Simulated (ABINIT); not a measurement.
Here is an ABINIT 10.8.3 (patched build) calculation.

File run.abi:

```
# Datasets: ground state, then fixed potential
ndtset 2

# Pseudopotentials
pp_dirpath "./"
pseudos "Al.GGA_PBE-JTH.xml, N.GGA_PBE-JTH.xml"

# Structure
acell 3*1.0
rprim
     5.8827174260     0.0000000000     0.0000000000
    -2.9413587130     5.0945827342     0.0000000000
     0.0000000000     0.0000000000     9.4127258268
ntypat 2
znucl 13 7
natom 4
typat 1 1 2 2
xred
     0.6666666667     0.3333333333     0.5000000000
     0.3333333333     0.6666666667     0.0000000000
     0.6666666667     0.3333333333     0.8800000000
     0.3333333333     0.6666666667     0.3800000000

# Plane-wave basis
ecut 25.0
pawecutdg 47.0

# Exchange and correlation
ixc -106132

# Bands and occupations
occopt 3
tsmear 0.05 eV

# SCF cycle
nstep 100

# Output
iomode 3
prtwf 0
prteig 0
prtebands 0
enunit 2
prtden1 1

# Dataset 1
kptopt1 1
ngkpt1 10 10 6
nshiftk1 1
shiftk1 0.0 0.0 0.0
nband1 12
tolvrs1 1.0e-9

# Dataset 2: bands along G-M-K-G-A-L-H-A
iscf2 -2
getden2 1
nband2 16
nbdbuf2 2
tolwfr2 1.0e-12
kptopt2 -7
ndivsm2 6
prteig2 1
kptbounds2
     0.0000000000     0.0000000000     0.0000000000
     0.5000000000     0.0000000000     0.0000000000
     0.3333333333     0.3333333333     0.0000000000
     0.0000000000     0.0000000000     0.0000000000
     0.0000000000     0.0000000000     0.5000000000
     0.5000000000     0.0000000000     0.5000000000
     0.3333333333     0.3333333333     0.5000000000
     0.0000000000     0.0000000000     0.5000000000
```

Potentials or basis: JTH PAW PBE v2.0.

Run with:

```bash
$ abinit run.abi > log 2>&1
```

Predict the largest force.

0.125 eV/Å.

Predict the band gap on the k mesh.

4.27 eV, direct.

Forces on the atoms (eV/Å):
```
Al   0.000  0.000 -0.125
Al   0.000  0.000 -0.125
N    0.000  0.000  0.125
N    0.000  0.000  0.125
```

Caveat: the PAW data sets were made with another functional, which shifts forces and pressure a little.

**The experiment to reproduce.**

“Structural and optical properties of self-assembled AlN nanowires grown on SiO2/Si substrates by molecular beam epitaxy”, 2024, arxiv:2402.00216 quotes, for a bulk crystal of AlN at 0 K: band gap 6.0343 eV (an exciton energy, a little under the gap).

A measured gap of AlN is 6.0343 eV (an exciton energy, a little under the gap; 0 K; quoted in “Structural and optical properties of self-assembled AlN nanowires grown on SiO2/Si substrates by molecular beam epitaxy”, 2024, arxiv:2402.00216); the calculated 4.27 eV misses it by -1.76 eV. 2 values of this kind are on record (6.034 to 6.0343 eV); this one was drawn at random. The value is that of BP86 on a finite k mesh, which can miss the band edges, without temperature or zero-point motion.
